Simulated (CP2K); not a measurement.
## Ir in CP2K: convergence with cutoff ry

Ir:

```
Ir
1.0
     2.69422    0.00000    0.00000
     1.32079    2.36480    0.00000
     1.36940    0.71526    2.20656
Ir
1
Cartesian
  -0.0008 0.0056 0.0029
```

The cell isn't the ideal one: cell strained at random at fixed volume.

* Program: CP2K 2026.2
* Task: single point
* Functional: PBE
* Potentials or basis: GTH_POTENTIALS Ir GTH-PBE-q17; DZVP-MOLOPT-SR-GTH basis
* Density cutoff: 1225 eV
* k mesh: 9 × 9 × 9
* Occupations: fermi-dirac, width 0.05 eV
* Spin: no spin polarisation

These are the settings of the first run; the series varies cutoff ry, with any setting tied to it.

Hardware: 1 thread of Arm Neoverse V1 (shared host).

**Question.** The values tried are 90 Ry, 140 Ry, 190 Ry, 250 Ry, 320 Ry, 380 Ry, 450 Ry, 560 Ry, 720 Ry, loosest first. From which on does the energy stay within 1 meV/atom of the tightest run that finished?

**Answer.** From 190 Ry on.

```tsv
cutoff ry	energy less the tightest run, at zero smearing (meV/atom)	pressure (GPa)	SCF cycles	CPU time (s)	peak memory (GiB)
90 Ry	-117.62	18.52	11	65	0.22
140 Ry	1.35	9.21	10	62	0.22
190 Ry	-0.91	9.52	10	62	0.22
250 Ry	-0.32	9.51	10	59	0.23
320 Ry	0.09	9.46	10	61	0.23
380 Ry	0.03	9.46	10	66	0.24
450 Ry	0.00	9.47	10	66	0.24
560 Ry	0.00	9.47	10	64	0.25
720 Ry	0.00	9.47	10	63	0.27
```

Against the tightest run, the pressure stays within 0.1 GPa from 190 Ry on. The tightest run that finished is the yardstick and may itself not be fully converged.

Caveat, for the tightest run too: the basis of atomic orbitals isn't converged, which shifts pressures, moduli and gaps. The run has no spin-orbit coupling, so splittings on Ir are missing.
